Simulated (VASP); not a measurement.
# I (Cmce) in VASP: settings compared, part 2 of 2

VASP 6.6.1. The steps go on from the part before.

## 3. Band structure, HSE03

The input, POSCAR:

```
I
1.0
    3.6350350000     -2.3950200000      0.0000000000
    3.6350350000      2.3950200000      0.0000000000
    0.0000000000      0.0000000000      9.7934400000
I
4
Direct
    0.6493000000      0.3507000000      0.3844000000
    0.1493000000      0.8507000000      0.1156000000
    0.3507000000      0.6493000000      0.6156000000
    0.8507000000      0.1493000000      0.8844000000
```

The input, INCAR.step1:

```
SYSTEM = I
  ALGO = Normal
  EDIFF = 1E-5
  ENCUT = 520
  GGA = PE
  ISIF = 2
  ISMEAR = 0
  KPAR = 4
  LASPH = .True.
  LCHARG = .False.
  LREAL = .False.
  LWAVE = .True.
  NBANDS = 22
  NELM = 80
  PREC = Accurate
  SIGMA = 0.02
```

The input, INCAR.step2:

```
SYSTEM = I
  ALGO = Normal
  EDIFF = 1E-6
  ENCUT = 520
  GGA = PE
  HFSCREEN = 0.3
  ISIF = 2
  ISMEAR = 0
  ISTART = 1
  KPAR = 4
  LASPH = .True.
  LCHARG = .False.
  LHFCALC = .True.
  LREAL = .False.
  LWAVE = .False.
  NBANDS = 22
  NELM = 80
  PREC = Accurate
  PRECFOCK = Fast
  SIGMA = 0.02
```

The input, KPOINTS:

```
k-points
0
Gamma
  6 6 2
  0 0 0
```

The input, KPOINTS_OPT:

```
path GXSRAZGYX1A1TY,ZT
10
line-mode
reciprocal
 0.0000000000  0.0000000000  0.0000000000  G
 0.3585278261 -0.3585278261  0.0000000000  X

 0.3585278261 -0.3585278261  0.0000000000  X
 0.0000000000 -0.5000000000  0.0000000000  S

 0.0000000000 -0.5000000000  0.0000000000  S
 0.0000000000 -0.5000000000 -0.5000000000  R

 0.0000000000 -0.5000000000 -0.5000000000  R
 0.3585278261 -0.3585278261 -0.5000000000  A

 0.3585278261 -0.3585278261 -0.5000000000  A
 0.0000000000  0.0000000000 -0.5000000000  Z

 0.0000000000  0.0000000000 -0.5000000000  Z
 0.0000000000  0.0000000000  0.0000000000  G

 0.0000000000  0.0000000000  0.0000000000  G
-0.5000000000 -0.5000000000  0.0000000000  Y

-0.5000000000 -0.5000000000  0.0000000000  Y
-0.3585278261 -0.6414721739  0.0000000000  X1

-0.3585278261 -0.6414721739  0.0000000000  X1
-0.3585278261 -0.6414721739 -0.5000000000  A1

-0.3585278261 -0.6414721739 -0.5000000000  A1
-0.5000000000 -0.5000000000 -0.5000000000  T

-0.5000000000 -0.5000000000 -0.5000000000  T
-0.5000000000 -0.5000000000  0.0000000000  Y

 0.0000000000  0.0000000000 -0.5000000000  Z
-0.5000000000 -0.5000000000 -0.5000000000  T
```

Potentials or basis: VASP PAW PBE potentials, release 64 (I).

Launch:

```sh
$ cat potpaw_PBE.64/I/POTCAR > POTCAR
$ cp INCAR.step1 INCAR
$ mpirun -np 4 vasp_std > vasp.out
$ cp INCAR.step2 INCAR
$ mpirun -np 4 vasp_std > vasp.out
```

It took 82 min on 4 MPI ranks of Intel Xeon Platinum 8488C (Sapphire Rapids), shared host; peak memory 0.6 GiB.

The run converged. Its results:

```
Free energy             : -7.6563 eV
Pressure                : 0.9 GPa
Largest force           : 0.336 eV/Å
Band gap on the k mesh  : 1.95 eV, indirect (least direct gap 2.13 eV)
Band gap along the path : 1.94 eV, indirect (least direct gap 2.13 eV)
```

Forces on the atoms (eV/Å):
```
I    0.000 -0.130 -0.310
I    0.000 -0.130  0.310
I    0.000  0.130  0.310
I    0.000  0.130 -0.310
```

Stress tensor (GPa, compression positive):
```
1.07 0.00 0.00
0.00 0.71 0.00
0.00 0.00 1.05
```

Levels at the corners of the path, in eV from the valence-band top:
```csv
point,band 10,band 11,band 12,band 13,band 14,band 15,band 16,band 17,band 18,band 19
Γ,-1.33,-1.19,-0.59,-0.18,-0.10,2.03,2.95,5.96,6.02,6.15
X,-2.46,-1.69,-1.03,-0.64,-0.34,2.31,2.57,6.95,7.11,8.18
X,-2.46,-1.69,-1.03,-0.64,-0.34,2.31,2.57,6.95,7.11,8.18
S,-1.87,-1.28,-1.28,-0.49,-0.49,2.90,2.90,6.13,6.13,8.18
S,-1.87,-1.28,-1.28,-0.49,-0.49,2.90,2.90,6.13,6.13,8.18
R,-1.97,-0.84,-0.84,0.00,0.00,2.34,2.34,6.50,6.50,7.29
R,-1.97,-0.84,-0.84,0.00,0.00,2.34,2.34,6.50,6.50,7.29
A,-2.84,-0.93,-0.93,-0.60,-0.60,2.41,2.41,7.57,7.57,7.71
A,-2.84,-0.93,-0.93,-0.60,-0.60,2.41,2.41,7.57,7.57,7.71
Z,-1.40,-1.08,-1.08,-0.14,-0.14,2.32,2.32,6.45,6.45,6.96
Z,-1.40,-1.08,-1.08,-0.14,-0.14,2.32,2.32,6.45,6.45,6.96
Γ,-1.33,-1.19,-0.59,-0.18,-0.10,2.03,2.95,5.96,6.02,6.15
Γ,-1.33,-1.19,-0.59,-0.18,-0.10,2.03,2.95,5.96,6.02,6.15
Y,-2.10,-2.00,-1.42,-0.77,-0.39,1.95,2.53,5.83,6.56,6.73
Y,-2.10,-2.00,-1.42,-0.77,-0.39,1.95,2.53,5.83,6.56,6.73
X1,-2.46,-1.69,-1.03,-0.64,-0.34,2.31,2.57,6.95,7.11,8.18
X1,-2.46,-1.69,-1.03,-0.64,-0.34,2.31,2.57,6.95,7.11,8.18
A1,-2.84,-0.93,-0.93,-0.60,-0.60,2.41,2.41,7.57,7.57,7.71
A1,-2.84,-0.93,-0.93,-0.60,-0.60,2.41,2.41,7.57,7.57,7.71
T,-2.01,-1.30,-1.30,-1.10,-1.10,2.08,2.08,6.81,6.81,7.80
T,-2.01,-1.30,-1.30,-1.10,-1.10,2.08,2.08,6.81,6.81,7.80
Y,-2.10,-2.00,-1.42,-0.77,-0.39,1.95,2.53,5.83,6.56,6.73
Z,-1.40,-1.08,-1.08,-0.14,-0.14,2.32,2.32,6.45,6.45,6.96
T,-2.01,-1.30,-1.30,-1.10,-1.10,2.08,2.08,6.81,6.81,7.80
```

Caveat: the PAW data sets were made with another functional, which shifts forces and pressure a little; spin-orbit coupling is left out, which moves the levels of the heavy elements.

## 4. Band structure, PBE0

POSCAR is that of step 3.

INCAR.step1 is that of step 3.

INCAR.step2, as its differences from that of step 3:

```diff
@@ -1,2 +1,3 @@
 SYSTEM = I
+  AEXX = 0.25
   ALGO = Normal
@@ -5,3 +6,3 @@
   GGA = PE
-  HFSCREEN = 0.3
+  HFRCUT = -1
   ISIF = 2
```

KPOINTS is that of step 3.

KPOINTS_OPT is that of step 3.

Launch:

```sh
$ cat potpaw_PBE.64/I/POTCAR > POTCAR
$ cp INCAR.step1 INCAR
$ mpirun -np 4 vasp_std > vasp.out
$ cp INCAR.step2 INCAR
$ mpirun -np 4 vasp_std > vasp.out
```

Wall time 71 min (4 MPI ranks of Intel Xeon Platinum 8488C (Sapphire Rapids), shared host); peak memory 0.5 GiB.

Results (log left out):

```yaml
Free_energy: -9.3613 eV
Pressure: 0.7 GPa
Largest_force: 0.226 eV/Å
Band_gap_on_the_k_mesh: 2.86 eV, indirect (least direct gap 3.08 eV)
Band_gap_along_the_path: 2.84 eV, indirect (least direct gap 3.08 eV)
```

Forces in eV/Å, atoms in the order of the input:
```
I    0.000 -0.076 -0.213
I    0.000 -0.076  0.213
I    0.000  0.076  0.213
I    0.000  0.076 -0.213
```

Stress tensor (GPa, compression positive):
```
0.95 0.00 0.00
0.00 0.60 0.00
0.00 0.00 0.61
```

Levels at the corners of the path, in eV from the valence-band top:
| point | band 12 | band 13 | band 14 | band 15 | band 16 | band 17 |
| --- | --- | --- | --- | --- | --- | --- |
| Γ | -0.60 | -0.21 | -0.13 | 2.94 | 3.89 | 6.86 |
| X | -1.04 | -0.65 | -0.38 | 3.22 | 3.49 | 7.87 |
| X | -1.04 | -0.65 | -0.38 | 3.22 | 3.49 | 7.87 |
| S | -1.32 | -0.51 | -0.51 | 3.83 | 3.83 | 7.03 |
| S | -1.32 | -0.51 | -0.51 | 3.83 | 3.83 | 7.03 |
| R | -0.88 | 0.00 | 0.00 | 3.27 | 3.27 | 7.41 |
| R | -0.88 | 0.00 | 0.00 | 3.27 | 3.27 | 7.41 |
| A | -0.98 | -0.61 | -0.61 | 3.34 | 3.34 | 8.49 |
| A | -0.98 | -0.61 | -0.61 | 3.34 | 3.34 | 8.49 |
| Z | -1.11 | -0.17 | -0.17 | 3.23 | 3.23 | 7.36 |
| Z | -1.11 | -0.17 | -0.17 | 3.23 | 3.23 | 7.36 |
| Γ | -0.60 | -0.21 | -0.13 | 2.94 | 3.89 | 6.86 |
| Γ | -0.60 | -0.21 | -0.13 | 2.94 | 3.89 | 6.86 |
| Y | -1.45 | -0.79 | -0.43 | 2.86 | 3.46 | 6.73 |
| Y | -1.45 | -0.79 | -0.43 | 2.86 | 3.46 | 6.73 |
| X1 | -1.04 | -0.65 | -0.38 | 3.22 | 3.49 | 7.87 |
| X1 | -1.04 | -0.65 | -0.38 | 3.22 | 3.49 | 7.87 |
| A1 | -0.98 | -0.61 | -0.61 | 3.34 | 3.34 | 8.49 |
| A1 | -0.98 | -0.61 | -0.61 | 3.34 | 3.34 | 8.49 |
| T | -1.34 | -1.16 | -1.16 | 2.99 | 2.99 | 7.72 |
| T | -1.34 | -1.16 | -1.16 | 2.99 | 2.99 | 7.72 |
| Y | -1.45 | -0.79 | -0.43 | 2.86 | 3.46 | 6.73 |
| Z | -1.11 | -0.17 | -0.17 | 3.23 | 3.23 | 7.36 |
| T | -1.34 | -1.16 | -1.16 | 2.99 | 2.99 | 7.72 |

Caveat: the PAW data sets were made with another functional, which shifts forces and pressure a little; spin-orbit coupling is left out, which moves the levels of the heavy elements.

## 5. Band structure, r2SCAN-EpsX

POSCAR is that of step 4.

The input, INCAR.step1:

```
SYSTEM = I
  ALGO = Normal
  EDIFF = 1E-8
  ENCUT = 520
  GGA = PE
  ISIF = 2
  ISMEAR = 0
  KPAR = 4
  LASPH = .True.
  LCHARG = .False.
  LEPSILON = .True.
  LREAL = .False.
  LWAVE = .False.
  NELM = 80
  PREC = Accurate
  SIGMA = 0.02
```

The input, KPOINTS.step1:

```
Automatic mesh
0
G
  8 8 4
  0 0 0
```

The input, INCAR.step2:

```
SYSTEM = I
  ALGO = Normal
  EDIFF = 1E-5
  ENCUT = 520
  GGA = PE
  ISIF = 2
  ISMEAR = 0
  KPAR = 4
  LASPH = .True.
  LCHARG = .False.
  LREAL = .False.
  LWAVE = .True.
  NBANDS = 22
  NELM = 80
  PREC = Accurate
  SIGMA = 0.02
```

The input, KPOINTS.step2:

```
k-points
0
Gamma
  6 6 2
  0 0 0
```

The input, INCAR.step3:

```
SYSTEM = I
  AEXX = 0.1234
  ALGO = Normal
  EDIFF = 1E-6
  ENCUT = 520
  HFRCUT = -1
  ISIF = 2
  ISMEAR = 0
  ISTART = 1
  KPAR = 4
  LASPH = .True.
  LCHARG = .False.
  LHFCALC = .True.
  LMIXTAU = .True.
  LREAL = .False.
  LWAVE = .False.
  METAGGA = R2SCAN
  NBANDS = 22
  NELM = 80
  PREC = Accurate
  PRECFOCK = Fast
  SIGMA = 0.02
```

The input, KPOINTS.step3:

```
k-points
0
Gamma
  6 6 2
  0 0 0
```

KPOINTS_OPT is that of step 4.

Launch:

```sh
$ cat potpaw_PBE.64/I/POTCAR > POTCAR
$ cp INCAR.step1 INCAR
$ cp KPOINTS.step1 KPOINTS
$ mpirun -np 4 vasp_std > vasp.out
$ cp INCAR.step2 INCAR
$ cp KPOINTS.step2 KPOINTS
$ mpirun -np 4 vasp_std > vasp.out
$ cp INCAR.step3 INCAR
$ cp KPOINTS.step3 KPOINTS
$ mpirun -np 4 vasp_std > vasp.out
```

It took 68 min on 4 MPI ranks of Intel Xeon Platinum 8488C (Sapphire Rapids), shared host; peak memory 0.66 GiB.

The run converged. Its results:

```
Free energy             : -88.6630 eV
Pressure                : 0.8 GPa
Largest force           : 0.367 eV/Å
Band gap on the k mesh  : 2.23 eV, indirect (least direct gap 2.42 eV)
Band gap along the path : 2.22 eV, indirect (least direct gap 2.42 eV)
```

Forces in eV/Å, atoms in the order of the input:
```
I    0.000 -0.166 -0.327
I    0.000 -0.166  0.327
I    0.000  0.166  0.327
I    0.000  0.166 -0.327
```

Stress tensor (GPa, compression positive):
```
0.58 0.00 0.00
0.00 0.63 0.00
0.00 0.00 1.17
```

Levels at the corners of the path, in eV from the valence-band top:
| point | band 10 | band 11 | band 12 | band 13 | band 14 | band 15 | band 16 | band 17 | band 18 | band 19 |
| --- | --- | --- | --- | --- | --- | --- | --- | --- | --- | --- |
| Γ | -1.34 | -1.19 | -0.59 | -0.17 | -0.10 | 2.32 | 3.21 | 6.40 | 6.57 | 6.63 |
| X | -2.49 | -1.70 | -1.03 | -0.65 | -0.34 | 2.60 | 2.84 | 7.40 | 7.57 | 8.66 |
| X | -2.49 | -1.70 | -1.03 | -0.65 | -0.34 | 2.60 | 2.84 | 7.40 | 7.57 | 8.66 |
| S | -1.88 | -1.29 | -1.29 | -0.49 | -0.49 | 3.19 | 3.19 | 6.59 | 6.59 | 8.69 |
| S | -1.88 | -1.29 | -1.29 | -0.49 | -0.49 | 3.19 | 3.19 | 6.59 | 6.59 | 8.69 |
| R | -1.98 | -0.84 | -0.84 | 0.00 | 0.00 | 2.62 | 2.62 | 6.97 | 6.97 | 7.76 |
| R | -1.98 | -0.84 | -0.84 | 0.00 | 0.00 | 2.62 | 2.62 | 6.97 | 6.97 | 7.76 |
| A | -2.87 | -0.93 | -0.93 | -0.60 | -0.60 | 2.69 | 2.69 | 8.03 | 8.03 | 8.19 |
| A | -2.87 | -0.93 | -0.93 | -0.60 | -0.60 | 2.69 | 2.69 | 8.03 | 8.03 | 8.19 |
| Z | -1.41 | -1.10 | -1.10 | -0.13 | -0.13 | 2.61 | 2.61 | 6.93 | 6.93 | 7.43 |
| Z | -1.41 | -1.10 | -1.10 | -0.13 | -0.13 | 2.61 | 2.61 | 6.93 | 6.93 | 7.43 |
| Γ | -1.34 | -1.19 | -0.59 | -0.17 | -0.10 | 2.32 | 3.21 | 6.40 | 6.57 | 6.63 |
| Γ | -1.34 | -1.19 | -0.59 | -0.17 | -0.10 | 2.32 | 3.21 | 6.40 | 6.57 | 6.63 |
| Y | -2.12 | -2.01 | -1.43 | -0.77 | -0.39 | 2.23 | 2.80 | 6.25 | 7.02 | 7.19 |
| Y | -2.12 | -2.01 | -1.43 | -0.77 | -0.39 | 2.23 | 2.80 | 6.25 | 7.02 | 7.19 |
| X1 | -2.49 | -1.70 | -1.03 | -0.65 | -0.34 | 2.60 | 2.84 | 7.40 | 7.57 | 8.66 |
| X1 | -2.49 | -1.70 | -1.03 | -0.65 | -0.34 | 2.60 | 2.84 | 7.40 | 7.57 | 8.66 |
| A1 | -2.87 | -0.93 | -0.93 | -0.60 | -0.60 | 2.69 | 2.69 | 8.03 | 8.03 | 8.19 |
| A1 | -2.87 | -0.93 | -0.93 | -0.60 | -0.60 | 2.69 | 2.69 | 8.03 | 8.03 | 8.19 |
| T | -2.03 | -1.31 | -1.31 | -1.11 | -1.11 | 2.36 | 2.36 | 7.24 | 7.24 | 8.28 |
| T | -2.03 | -1.31 | -1.31 | -1.11 | -1.11 | 2.36 | 2.36 | 7.24 | 7.24 | 8.28 |
| Y | -2.12 | -2.01 | -1.43 | -0.77 | -0.39 | 2.23 | 2.80 | 6.25 | 7.02 | 7.19 |
| Z | -1.41 | -1.10 | -1.10 | -0.13 | -0.13 | 2.61 | 2.61 | 6.93 | 6.93 | 7.43 |
| T | -2.03 | -1.31 | -1.31 | -1.11 | -1.11 | 2.36 | 2.36 | 7.24 | 7.24 | 8.28 |

Caveat: the PAW data sets were made with another functional, which shifts forces and pressure a little; spin-orbit coupling is left out, which moves the levels of the heavy elements.

## 6. The runs side by side

```tsv
level	screening parameter	exchange at q = 0	share of exact exchange	gap on the mesh (eV)	pressure (GPa)	largest force (eV/Å)
HSE06	0.2 1/A	-	-	2.16	0.9	0.26
HSE03	-	-	-	1.95	0.9	0.34
PBE0	-	truncated	-	2.86	0.7	0.23
r2SCAN-EpsX	-	truncated	0.1234	2.23	0.8	0.37
```

Alike in all rows: task band structure; potentials or basis VASP PAW PBE potentials, release 64 (I); no spin polarisation; cell as given; k mesh 6 × 6 × 2; cutoff (eV) 520; smearing gaussian 0.02 eV.

On the cell as given the gap runs from 1.94 eV (HSE03) to 2.84 eV (PBE0).

Caveats: the PAW data sets were made with another functional, which shifts forces and pressure a little; spin-orbit coupling is left out, which moves the levels of the heavy elements.

Absolute energies hang on the potentials; compare differences alone.
